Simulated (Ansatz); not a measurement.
Here is an Ansatz 0.2.0 calculation.

The input input.yaml:

```yaml
crystal:
  lattice:
    - [2.684, 0.0, 0.0]
    - [0.0, 2.684, 0.0]
    - [0.0, 0.0, 5.128]
  atoms:
    - { symbol: Fe, position: [0.0, 0.0, 0.0], spin: 3.0 }
    - { symbol: Si, position: [0.5, 0.5, 0.73] }
    - { symbol: Si, position: [0.5, 0.5, 0.27] }
hamiltonian:
  xc: blyp
  pseudopotentials: { kind: paw }
magnetization:
  spin_polarized: true
kpoints:
  mp_grid: { grid: [10, 10, 5] }
scf:
  occupations: { method: fermi_dirac, width: 0.05 }
output:
  forces: true
  stress: true
  eigenvalues: true
relax:
  f_tol: 0.01
  max_steps: 40
  cell: { stress_tol: 0.05 }
```

Potentials or basis: Ansatz PAW.

The run is started by

```bash
$ ansatz run input.yaml --threads 2 --pin off --max-ram 5632MiB --backend cpu --events-out ev --progress --plain --runs-dir out
```

(1) What does it give for the band gap on the k mesh?

(2) What does it give for the space group after relaxing (to 0.05 Å)?

(3) What does it give for the relaxed volume?

(4) Estimate the relaxed cell.

## Answers

(1) none (metal or under the smearing width).

(2) P4/mmm (No. 123).

(3) 13.11 Å³/atom.

(4) a = 2.759 Å, b = 2.759 Å, c = 5.167 Å, α = 90.00°, β = 90.00°, γ = 90.00°.

Caveat: the PAW data sets come from PBE, with cores solved anew for the run's functional, which leaves a small shift of forces and pressure; the starting moments weren't kept.
